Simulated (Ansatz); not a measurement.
## La₂O₃: pressure and largest V_zz against volume scale

Periodic Kohn-Sham DFT of a crystal at fixed atoms, scaled to volume_scale times the given cell; pressure positive in compression, energy less spherical unpolarised free atoms, largest_vzz the field gradient of largest size among the nuclei. The results are calculated, by Ansatz 0.2.0.

The cell before it is scaled or strained (space group P321, No. 150):
```
La2O3
1.0
      3.9300     0.0000     0.0000
     -1.9650     3.4035     0.0000
      0.0000     0.0000     6.1200
La O
2 3
Direct
  0.33333 0.66667 0.25000
  0.66667 0.33333 0.75000
  0.25000 0.25000 0.00000
  0.75000 0.00000 0.00000
  0.00000 0.75000 0.00000
```

Settings of every row: method all-electron PAW; functional PBEsol; relativity scalar; k mesh 6x6x4; filling fermi-dirac; smearing width 0.02 eV; nucleus gaussian.

Atom start moment: 0 on all atoms.

Limits: all rows lie far from zero pressure; field gradient without spin-orbit coupling on heavy atoms; no gap: field gradients move with the k mesh; no spin-orbit coupling on heavy atoms.

| row | volume scale | V (Å³/atom) | pressure (GPa) | largest V_zz (1e21 V/m^2) |
| --- | --- | --- | --- | --- |
| 1 | 0.94 | 15.39 | 49.541 | -18.534 |
| 2 | 0.96 | 15.717 | 44.757 | -19.194 |
| 3 | 0.98 | 16.044 | 40.329 | -19.67 |
| 4 | 0.99 | 16.208 | 38.243 | -19.86 |
| 5 | 1 | 16.372 | 36.238 | -20.037 |
| 6 | 1.01 | 16.536 | 34.311 | -20.182 |
| 7 | 1.02 | 16.699 | ? | ? |
| 8 | 1.04 | 17.027 | 28.971 | -20.478 |
| 9 | 1.06 | 17.354 | 25.751 | -20.593 |

Question: what pressure and largest V_zz should row 7 give?

Worked fit of pressure. Take u = (V_r/V)^(2/3) − 1 with V_r = 16.29 Å³ an atom, which is twice the finite (Eulerian) strain; such expansions in the strain, on which the Birch-Murnaghan equation of state is built, carry the rest volume and the bulk modulus. The shown rows have u = 0.03862, 0.02416, 0.0102, 0.00337, -0.00334, -0.00994, -0.02907, -0.0413. Least squares give pressure = 37.2306 + 299.032 × u + 511.1 × u² GPa; a straight line predicts inner rows, each left out in turn, worse (root mean square 0.27 against 0.0036 GPa). The rows lie off it by -0.001, 0.003, -0.005, -0.001, 0.000, 0.002, 0.001, -0.001 (root mean square 0.0023 GPa). The withheld row has u = -0.0164, so the fit gives 37.2306 + 299.032 × (-0.0164) + 511.1 × (-0.0164)² = 32.464 GPa.

The calculation gave 32.46 GPa. The fit lies 0.004 GPa (0.017 % of the column's range) above it; its largest miss of a shown row is 0.005 GPa.

Worked fit of largest V_zz. Take t = volume scale − 1. The shown rows have t = -0.06, -0.04, -0.02, -0.01, 0, 0.01, 0.04, 0.06. Least squares give largest V_zz = −20.0421 − 16.773 × t + 132.09 × t² 1e21 V/m^2; a straight line predicts inner rows, each left out in turn, worse (root mean square 0.15 against 0.026 1e21 V/m^2). The rows lie off it by 0.026, -0.034, -0.016, 0.001, 0.005, 0.015, 0.024, -0.020 (root mean square 0.02 1e21 V/m^2). The withheld row has t = 0.02, so the fit gives −20.0421 − 16.773 × (0.02) + 132.09 × (0.02)² = -20.325 1e21 V/m^2.

The calculation gave -20.298 1e21 V/m^2. The fit lies 0.027 1e21 V/m^2 (1.3 % of the column's range) below it; its largest miss of a shown row is 0.034 1e21 V/m^2.
